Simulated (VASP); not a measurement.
# Mo (Im-3m) in VASP: a series of runs

The runs below take Mo through relaxation of cell and atoms, with LDA.

All numbers are computed with VASP 6.6.1; they aren't measurements. Logs are shortened: lines on timing, memory, paths and dates and some standing lists are left out, and cuts for length are marked.

### Step 1. The structure

Symmetry: Im-3m, No. 229, cubic system. Conventional cell: a = 3.147 Å, b = 3.147 Å, c = 3.147 Å, α = 90.00°, β = 90.00°, γ = 90.00°. Mo (site symmetry m-3m) is surrounded by 8 Mo at 2.73 Å.

### Step 2. Relaxation of cell and atoms, LDA, target pressure 22 GPa, at which the enthalpy is minimised

The input, INCAR:

```
SYSTEM = Mo
ALGO = Fast
EDIFF = 1E-7
EDIFFG = -0.002
ENCUT = 350
IBRION = 2
ISIF = 3
ISMEAR = 0
LASPH = .TRUE.
LCHARG = .FALSE.
LREAL = .FALSE.
LWAVE = .FALSE.
NELM = 60
NSW = 80
PREC = Accurate
PSTRESS = 220.0
SIGMA = 0.1
```

The input, KPOINTS:

```
k-points
0
G
  10 10 10
  0 0 0
```

The input, POSCAR:

```
Mo
1.0
   -1.5734150000      1.5734150000      1.5734150000
    1.5734150000     -1.5734150000      1.5734150000
    1.5734150000      1.5734150000     -1.5734150000
Mo
1
Direct
    0.0000000000      0.0000000000      0.0000000000
```

Potentials or basis: VASP PAW LDA potentials, release 64 (Mo_sv).

Launch:

```
$ cat potpaw_LDA.64/Mo_sv/POTCAR > POTCAR
$ mpirun -np 1 vasp_std > vasp.out
```

OUTCAR:

```text
SYSTEM = Mo
   EDIFF = 1E-7
   EDIFFG = -0.002
   ENCUT = 350
   IBRION = 2
   ISIF = 3
   ISMEAR = 0
   LASPH = .TRUE.
   LREAL = .FALSE.
   NELM = 60
   NSW = 80
   PREC = Accurate
   PSTRESS = 220.0

 ion  position               nearest neighbor table
   1  0.000  0.000  0.000-

  LATTYP: Found a body centered cubic cell.
 ALAT       =     3.1468300000

  Lattice vectors:

 A1 = (  -1.5734150000,   1.5734150000,   1.5734150000)
 A2 = (   1.5734150000,  -1.5734150000,   1.5734150000)
 A3 = (   1.5734150000,   1.5734150000,  -1.5734150000)

Analysis of symmetry for initial positions (statically):
=====================================================================
 Subroutine PRICEL returns:
 Original cell was already a primitive cell.

 Routine SETGRP: Setting up the symmetry group for a
 body centered cubic supercell.

 Subroutine GETGRP returns: Found 48 space group operations
 (whereof 48 operations were pure point group operations)
 out of a pool of 48 trial point group operations.

The static configuration has the point symmetry O_h .

Analysis of symmetry for dynamics (positions and initial velocities):
=====================================================================
 Subroutine PRICEL returns:
 Original cell was already a primitive cell.

 Routine SETGRP: Setting up the symmetry group for a
 body centered cubic supercell.

 Subroutine GETGRP returns: Found 48 space group operations
 (whereof 48 operations were pure point group operations)
 out of a pool of 48 trial point group operations.

The dynamic configuration has the point symmetry O_h .

 Subroutine INISYM returns: Found 48 space group operations
 (whereof 48 operations are pure point group operations),
 and found     1 'primitive' translations

----------------------------------------------------------------------------------------

                                     Primitive cell

  volume of cell :      15.5808

  direct lattice vectors                    reciprocal lattice vectors
    -1.573415000  1.573415000  1.573415000     0.000000000  0.317780115  0.317780115
     1.573415000 -1.573415000  1.573415000     0.317780115  0.000000000  0.317780115
     1.573415000  1.573415000 -1.573415000     0.317780115  0.317780115  0.000000000

  length of vectors
     2.725234721  2.725234721  2.725234721     0.449408949  0.449408949  0.449408949

  position of ions in fractional coordinates (direct lattice)
     0.000000000  0.000000000  0.000000000

  ion indices of the primitive-cell ions
   primitive index   ion index
                 1           1

----------------------------------------------------------------------------------------

 KPOINTS: k-points

Automatic generation of k-mesh.
 Grid dimensions read from file:
 generate k-points for:   10   10   10

 Generating k-lattice:

  Cartesian coordinates                     Fractional coordinates (reciprocal lattice)
     0.000000000  0.031778012  0.031778012     0.100000000  0.000000000  0.000000000
     0.031778012  0.000000000  0.031778012     0.000000000  0.100000000  0.000000000
     0.031778012  0.031778012  0.000000000     0.000000000  0.000000000  0.100000000

  Length of vectors
     0.044940895  0.044940895  0.044940895

  Shift w.r.t. Gamma in fractional coordinates (k-lattice)
     0.000000000  0.000000000  0.000000000

 Subroutine IBZKPT returns following result:
 ===========================================

 Found     47 irreducible k-points:

 Following reciprocal coordinates:
            Coordinates               Weight
  0.000000  0.000000  0.000000      1.000000
  0.100000  0.000000  0.000000     12.000000
  0.200000  0.000000  0.000000     12.000000
  0.300000  0.000000  0.000000     12.000000
  0.400000  0.000000  0.000000     12.000000
  0.500000  0.000000  0.000000      6.000000
[... 16 lines left out ...]
  0.300000  0.300000  0.100000      8.000000
 -0.300000  0.300000  0.100000     24.000000
 [... further k-points ...]
   k-points           NKPTS =     47   k-points in BZ     NKDIM =     47   number of bands    NBANDS=     11
   number of dos      NEDOS =    301   number of ions     NIONS =      1
   total plane-waves  NPLWV =   5832
   dimension x,y,z NGX =    18 NGY =   18 NGZ =   18
   dimension x,y,z NGXF=    36 NGYF=   36 NGZF=   36
   ions per type =               1
   NGX,Y,Z   is equivalent  to a cutoff of  10.98, 10.98, 10.98 a.u.
   NGXF,Y,Z  is equivalent  to a cutoff of  21.96, 21.96, 21.96 a.u.
 SYSTEM =  Mo
   PREC   = accura    normal or accurate (medium, high low for compatibility)
   ISTART =      0    job   : 0-new  1-cont  2-samecut
   ICHARG =      2    charge: 1-file 2-atom 10-const
   ISPIN  =      1    spin polarized calculation?
   LNONCOLLINEAR =      F non collinear calculations
   LSORBIT =      F    spin-orbit coupling
   LASPH  =      T    aspherical Exc in radial PAW
   ENCUT  =  350.0 eV  25.72 Ry    5.07 a.u.   4.16  4.16  4.16*2*pi/ulx,y,z
   NELM   =     60;   NELMIN=  2; NELMDL= -5     # of ELM steps
   EDIFF  = 0.1E-06   stopping-criterion for ELM
   LREAL  =      F    real-space projection
   EDIFFG = -.2E-02   stopping-criterion for IOM
   NSW    =     80    number of steps for IOM
   IBRION =      2    ionic relax: 0-MD 1-quasi-New 2-CG
   NFREE  =      1    steps in history (QN), initial steepest desc. (CG)
   ISIF   =      3    stress and relaxation
   ISYM   =      2    0-nonsym 1-usesym 2-fastsym
   POTIM  = 0.5000    time-step for ionic-motion
   TEBEG  =    0.0;   TEEND  =   0.0 temperature during run
   PSTRESS=  220.0 pullay stress
   NELECT =      14.0000    total number of electrons
   NUPDOWN=      -1.0000    fix difference up-down
   EMIN   =  10.00;   EMAX   =-10.00  energy-range for DOS
   EFERMI =   0.00;   METHOD = LEGACY
   ISMEAR =     0;   SIGMA  =   0.10  broadening in eV -4-tet -1-fermi 0-gaus
   EFERMI_NEDOS =   21; number of points for ismear=-14 and -15
   IALGO  =     68    algorithm
   IMIX   =      4    mixing-type and parameters
     AMIX     =   0.40;   BMIX     =  1.00
     AMIX_MAG =   1.60;   BMIX_MAG =  1.00
  volume/ion in A,a.u.               =      15.58       105.14
  Fermi-wavevector in a.u.,A,eV,Ry     =   1.579747  2.985289 33.954710  2.495601
  Thomas-Fermi vector in A             =   2.680079
   LORBIT       =      0    0 simple, 1 ext, 2 COOP (PROOUT), +10 PAW based schemes
   GGA     = CA    functional components
   LHFCALC =     F    Hartree Fock is set to
   AEXX    =    0.0000 exact exchange contribution
   IVDW    =     0    specifies the selected vdW correction
   LEPSILON=     F    determine dielectric tensor
   LRPA    =     F    only Hartree local field effects (RPA)
 conjugate gradient relaxation of ions
 non-spin polarized calculation
 RMM-DIIS sequential band-by-band and
 Gauss-broadening in eV      SIGMA  =   0.10
  energy-cutoff  :      350.00
  volume of cell :       15.58
 maximum number of plane-waves:       238
 NGX is ok and might be reduce to    18
   NGX =  9   NGY =  9   NGZ =  9

--------------------------------------- Ionic step        1  -------------------------------------------

 number of electron      14.0000001 magnetization

 Free energy of the ion-electron system (eV)
  ---------------------------------------------------
  ext. energy  EPLUGINS =         0.00000000
  ---------------------------------------------------
  free energy    TOTEN  =       -12.10603685 eV

  energy without entropy =      -12.10132394  energy(sigma->0) =      -12.10368039

------------------------ aborting loop because EDIFF is reached ----------------------------------------

  FORCE on cell =-STRESS in cart. coord.  units (eV):
  Direction    XX          YY          ZZ          XY          YZ          ZX
  --------------------------------------------------------------------------------------
  -------------------------------------------------------------------------------------
  Total       -0.9744466     -0.9744466     -0.9744466     -0.0000000      0.0000000      0.0000000
  in kB     -100.2025466   -100.2025466   -100.2025466     -0.0000000      0.0000000      0.0000000
  external PRESSURE =    -320.2025466 kB  Pullay stress =     220.0000000 kB
[... 94 lines left out ...]
  energy  without entropy=      -12.0913337130  energy(sigma->0) =      -12.09345491

  enthalpy is  TOTEN    =       -10.1234194039 eV   P V=        1.9721567018

[... ionic steps 4 to 13 ...]

--------------------------------------- Ionic step       14  -------------------------------------------

 number of electron      14.0000005 magnetization

------------------------ aborting loop because EDIFF is reached ----------------------------------------
[... 69 lines left out ...]
--------------------------------------- Ionic step       16  -------------------------------------------

 number of electron      14.0000005 magnetization

 Free energy of the ion-electron system (eV)
  ---------------------------------------------------
  ext. energy  EPLUGINS =         0.00000000
  ---------------------------------------------------
  free energy    TOTEN  =       -12.06285947 eV

  energy without entropy =      -12.05894749  energy(sigma->0) =      -12.06090348

 E-fermi :  14.3896     XC(G=0): -14.1954

 val. band max:       14.3654375098   @ k =  -0.3000   0.3000   0.3000
 cond. band min:      14.3909078866   @ k =   0.5000   0.5000   0.2000
 fundamental gap:      0.0254703768
 Fermi energy:        14.3895862698

 k-point     1 :       0.0000    0.0000    0.0000
  band No.  band energies     occupation
      1     -46.7111      2.00000
      2     -19.8627      2.00000
      3     -19.8627      2.00000
      4     -19.8627      2.00000
      5       6.7100      2.00000
      6      12.6615      2.00000
      7      12.6615      2.00000
      8      12.6615      2.00000
      9      16.0771      0.00000
     10      16.0771      0.00000
     11      29.1922      0.00000
[... 309 lines left out ...]
 k-point    24 :      -0.3000    0.3000    0.1000
  band No.  band energies     occupation
      1     -46.4138      2.00000
      2     -21.1598      2.00000
      3     -20.3416      2.00000
      4     -20.0229      2.00000
      5       9.2578      2.00000
      6      11.4770      2.00000
      7      12.4376      2.00000
      8      14.8382      0.00000
      9      16.3871      0.00000
     10      17.3426      0.00000
     11      29.1437      0.00000

 [... further k-points ...]

------------------------ aborting loop because EDIFF is reached ----------------------------------------

  FORCE on cell =-STRESS in cart. coord.  units (eV):
  Direction    XX          YY          ZZ          XY          YZ          ZX
  --------------------------------------------------------------------------------------
  -------------------------------------------------------------------------------------
  Total        1.9310774      1.9310774      1.9310774     -0.0000000      0.0000000      0.0000000
  in kB      219.8336478    219.8336478    219.8336478     -0.0000000      0.0000000      0.0000000
  external PRESSURE =      -0.1663522 kB  Pullay stress =     220.0000000 kB
[... 20 lines left out ...]
  energy  without entropy=      -12.0589474935  energy(sigma->0) =      -12.06090348

  enthalpy is  TOTEN    =       -10.1303207909 eV   P V=        1.9325386758

 reached required accuracy - stopping structural energy minimisation
```

It took 24 s on 1 thread of Intel Xeon Platinum 8488C (Sapphire Rapids), shared host; peak memory 0.12 GiB.

Results:

* Free energy: -12.0629 eV
* Relaxed volume: 14.07 Å³/atom
* Relaxed cell: a = 2.634 Å, b = 2.634 Å, c = 2.634 Å, α = 109.47°, β = 109.47°, γ = 109.47°
* Space group after relaxing (to 0.05 Å): Im-3m (No. 229)
* Energy change on relaxing (the enthalpy is what falls): +43.2 meV/atom
* Ionic steps: 16
* Pressure after relaxing: 22.0 GPa
* Band gap on the k mesh: none (metal or under the smearing width)

The path:
| step | energy change (eV) | largest force (eV/Å) | pressure (GPa) | volume (Å³) |
| --- | --- | --- | --- | --- |
| 1 | 0.0000 | 0.0000 | -10.02 | 15.58 |
| 2 | 3.9128 | 0.0000 | 331.75 | 9.56 |
| 3 | 0.0105 | 0.0000 | 14.48 | 14.36 |
| 4 | 0.0306 | 0.0000 | 19.37 | 14.17 |
| 5 | 0.0434 | 0.0000 | 22.03 | 14.07 |
| 6 | 0.0394 | 0.0000 | 21.25 | 14.10 |
| 7 | 0.0398 | 0.0000 | 21.28 | 14.10 |
| 8 | 0.0407 | 0.0000 | 21.52 | 14.09 |
| 9 | 0.0408 | 0.0000 | 21.50 | 14.09 |
| 10 | 0.0408 | 0.0000 | 21.51 | 14.09 |
| 11 | 0.0409 | 0.0000 | 21.53 | 14.09 |
| 12 | 0.0411 | 0.0000 | 21.56 | 14.09 |
| 13 | 0.0415 | 0.0000 | 21.67 | 14.09 |
| 14 | 0.0424 | 0.0000 | 21.85 | 14.08 |
| 15 | 0.0441 | 0.0000 | 22.17 | 14.07 |
| 16 | 0.0432 | 0.0000 | 21.98 | 14.07 |

Final structure:
```
Mo
1.0
    -1.52096    1.52096    1.52096
     1.52096   -1.52096    1.52096
     1.52096    1.52096   -1.52096
Mo
1
Direct
  0.00000 0.00000 0.00000
```

Levels at points of the mesh, in eV from the Fermi level:
```
           k point  band 5  band 6  band 7  band 8  band 9  band 10
(0.00, 0.00, 0.00)   -7.68   -1.73   -1.73   -1.73    1.69     1.69
(0.50, 0.00, 0.00)   -6.14   -4.09    1.80    2.01    2.51     5.44
(0.50, 0.50, 0.50)   -6.47   -6.47    4.52    4.52    4.52     9.78
```

Caveat: the cell is relaxed towards a set pressure, so the enthalpy falls and the energy may rise. Zero-point motion and thermal expansion aren't in these numbers.

### Step 3. Relaxation of cell and atoms, LDA, target pressure 22 GPa, at which the enthalpy is minimised

This run uses another cell than the first one, of 14.07 Å³/atom, 0.903 times its volume.

INCAR is that of step 2.

KPOINTS is that of step 2.

The input, POSCAR:

```
Mo                                      
1.0
   -1.5209631830      1.5209631830      1.5209631830
    1.5209631830     -1.5209631830      1.5209631830
    1.5209631830      1.5209631830     -1.5209631830
  Mo            
     1
Direct
     0.0000000000000000    0.0000000000000000    0.0000000000000000
```

Potentials or basis: VASP PAW LDA potentials, release 64 (Mo_sv).

Launch:

```
$ cat potpaw_LDA.64/Mo_sv/POTCAR > POTCAR
$ mpirun -np 1 vasp_std > vasp.out
```

OUTCAR:

```text
SYSTEM = Mo
   EDIFF = 1E-7
   EDIFFG = -0.002
   ENCUT = 350
   IBRION = 2
   ISIF = 3
   ISMEAR = 0
   LASPH = .TRUE.
   LREAL = .FALSE.
   NELM = 60
   NSW = 80
   PREC = Accurate
   PSTRESS = 220.0

 ion  position               nearest neighbor table
   1  0.000  0.000  0.000-

  LATTYP: Found a body centered cubic cell.
 ALAT       =     3.0419263660

  Lattice vectors:

 A1 = (  -1.5209631830,   1.5209631830,   1.5209631830)
 A2 = (   1.5209631830,  -1.5209631830,   1.5209631830)
 A3 = (   1.5209631830,   1.5209631830,  -1.5209631830)

Analysis of symmetry for initial positions (statically):
=====================================================================
 Subroutine PRICEL returns:
 Original cell was already a primitive cell.

 Routine SETGRP: Setting up the symmetry group for a
 body centered cubic supercell.

 Subroutine GETGRP returns: Found 48 space group operations
 (whereof 48 operations were pure point group operations)
 out of a pool of 48 trial point group operations.

The static configuration has the point symmetry O_h .

Analysis of symmetry for dynamics (positions and initial velocities):
=====================================================================
 Subroutine PRICEL returns:
[... 230 lines left out ...]
--------------------------------------- Ionic step        3  -------------------------------------------

 number of electron      14.0000006 magnetization

 Free energy of the ion-electron system (eV)
  ---------------------------------------------------
  ext. energy  EPLUGINS =         0.00000000
  ---------------------------------------------------
  free energy    TOTEN  =       -12.04845529 eV

  energy without entropy =      -12.04455227  energy(sigma->0) =      -12.04650378

 E-fermi :  14.4027     XC(G=0): -14.1996

 val. band max:       14.3791064107   @ k =  -0.3000   0.3000   0.3000
 cond. band min:      14.4036102433   @ k =   0.5000   0.5000   0.2000
 fundamental gap:      0.0245038326
 Fermi energy:        14.4027278620

 k-point     1 :       0.0000    0.0000    0.0000
  band No.  band energies     occupation
      1     -46.6948      2.00000
      2     -19.8468      2.00000
      3     -19.8468      2.00000
      4     -19.8468      2.00000
      5       6.7195      2.00000
      6      12.6737      2.00000
      7      12.6737      2.00000
      8      12.6737      2.00000
      9      16.0913      0.00000
     10      16.0913      0.00000
     11      29.2043      0.00000
[... 309 lines left out ...]
 k-point    24 :      -0.3000    0.3000    0.1000
  band No.  band energies     occupation
      1     -46.3967      2.00000
      2     -21.1461      2.00000
      3     -20.3271      2.00000
      4     -20.0074      2.00000
      5       9.2683      2.00000
      6      11.4875      2.00000
      7      12.4498      2.00000
      8      14.8519      0.00000
      9      16.4025      0.00000
     10      17.3594      0.00000
     11      29.1595      0.00000

 [... further k-points ...]

------------------------ aborting loop because EDIFF is reached ----------------------------------------

  FORCE on cell =-STRESS in cart. coord.  units (eV):
  Direction    XX          YY          ZZ          XY          YZ          ZX
  --------------------------------------------------------------------------------------
  -------------------------------------------------------------------------------------
  Total        1.9309592      1.9309592      1.9309592      0.0000000      0.0000000      0.0000000
  in kB      219.9645390    219.9645390    219.9645390      0.0000000      0.0000000      0.0000000
  external PRESSURE =      -0.0354610 kB  Pullay stress =     220.0000000 kB
[... 20 lines left out ...]
  energy  without entropy=      -12.0445522726  energy(sigma->0) =      -12.04650378

  enthalpy is  TOTEN    =       -10.1171847816 eV   P V=        1.9312705111

 reached required accuracy - stopping structural energy minimisation
```

OSZICAR:

```text
N       E                     dE             d eps       ncg     rms          rms(c)
DAV:   1     0.626814164953E+02    0.62681E+02   -0.66392E+03  1082   0.992E+02
DAV:   2    -0.118910995032E+02   -0.74573E+02   -0.72499E+02  1100   0.290E+02
DAV:   3    -0.126797441262E+02   -0.78864E+00   -0.78524E+00  1184   0.303E+01
[... 26 lines left out ...]
RMM:   3    -0.120484446030E+02    0.78924E-04   -0.47453E-04  1034   0.244E-01    0.789E-02
RMM:   4    -0.120484559528E+02   -0.11350E-04   -0.27121E-05  1034   0.626E-02    0.204E-02
RMM:   5    -0.120484553417E+02    0.61110E-06   -0.12188E-05  1034   0.442E-02    0.474E-03
RMM:   6    -0.120484553655E+02   -0.23862E-07   -0.13684E-06  1008   0.152E-02    0.145E-03
RMM:   7    -0.120484552021E+02    0.16345E-06   -0.26908E-07   699   0.646E-03    0.274E-03
RMM:   8    -0.120484552927E+02   -0.90595E-07   -0.10894E-07   605   0.430E-03
   3 F= -.10117185E+02 E0= -.10115233E+02  d E =-.739639E-05
```

CONTCAR:

```text
Mo
   1.00000000000000
    -1.5206304162236133    1.5206304162236133    1.5206304162236133
     1.5206304162236133   -1.5206304162236133    1.5206304162236133
     1.5206304162236133    1.5206304162236133   -1.5206304162236133
  Mo
     1
Direct
     0.0000000000000000    0.0000000000000000    0.0000000000000000

  0.00000000E+00  0.00000000E+00  0.00000000E+00
```

Run time: 4.1 s. Hardware: 1 thread of Intel Xeon Platinum 8488C (Sapphire Rapids), shared host; peak memory 0.11 GiB.

What came out:

* Free energy: -12.0485 eV
* Relaxed volume: 14.06 Å³/atom
* Relaxed cell: a = 2.634 Å, b = 2.634 Å, c = 2.634 Å, α = 109.47°, β = 109.47°, γ = 109.47°
* Space group after relaxing (to 0.05 Å): Im-3m (No. 229)
* Energy change on relaxing (the enthalpy is what falls): +1.3 meV/atom
* Ionic steps: 3
* Pressure after relaxing: 22.0 GPa
* Band gap on the k mesh: none (metal or under the smearing width)

Step by step:
```
step  energy change (eV)  largest force (eV/Å)  pressure (GPa)  volume (Å³)
   1              0.0000                0.0000           21.75        14.07
   2              0.0062                0.0000           22.97        14.03
   3              0.0013                0.0000           22.00        14.06
```

Final structure:
```
Mo
1.0
    -1.52063    1.52063    1.52063
     1.52063   -1.52063    1.52063
     1.52063    1.52063   -1.52063
Mo
1
Direct
  0.00000 0.00000 0.00000
```

Caveat: the cell is relaxed towards a set pressure, so the enthalpy falls and the energy may rise.
